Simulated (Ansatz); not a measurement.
**Formation energy of ZnS**

Computed with Ansatz (plane waves, PAW, 420 eV cutoff): PBEsol, scalar-relativistic, no spin polarisation, 10×10×6 k-mesh, Gaussian smearing of 0.05 eV; PAW files: Ansatz's generated set soft_2.

The chain of runs began from a cell as deposited in COD, expanded in volume.

It takes space group P6_3mc (No. 186, hexagonal). The conventional cell has a = 3.782 Å, b = 3.782 Å, c = 6.210 Å, α = 90.00°, β = 90.00°, γ = 120.00°. Zn (site symmetry 3m) is surrounded by 4 S at 2.32 Å. S (site symmetry 3m) has 4 Zn at 2.32 Å as nearest neighbours. (Shells end 15 % past the nearest neighbour.)

The elements were computed in their standard states with the same datasets, cutoff and functional. Absolute energies hang on the potentials; compare differences alone.

Energy of the relaxed cell (4 atoms, smearing extrapolated to zero): -8334.871 eV. Elements, in eV/atom: Zn -3280.906, S -884.892.

Q: What is the formation energy?

A: [-8334.871 − (2 × -3280.906 + 2 × -884.892)] / 4 = -0.82 eV/atom, or -79 kJ per mole of atoms.

The value is for 0 K, without zero-point energy. Uncorrected semilocal values for oxides, chalcogenides and halides often miss by tenths of an eV an atom. A negative value shows stability against the elements alone, not against other compounds or structures.

Formal charges Zn²⁺, S²⁻ balance and leave closed shells on every ion, so a band insulator is expected, and the gap is 2.15 eV.

Kohn–Sham gaps of semilocal functionals lie under measured ones, often by a third or more.
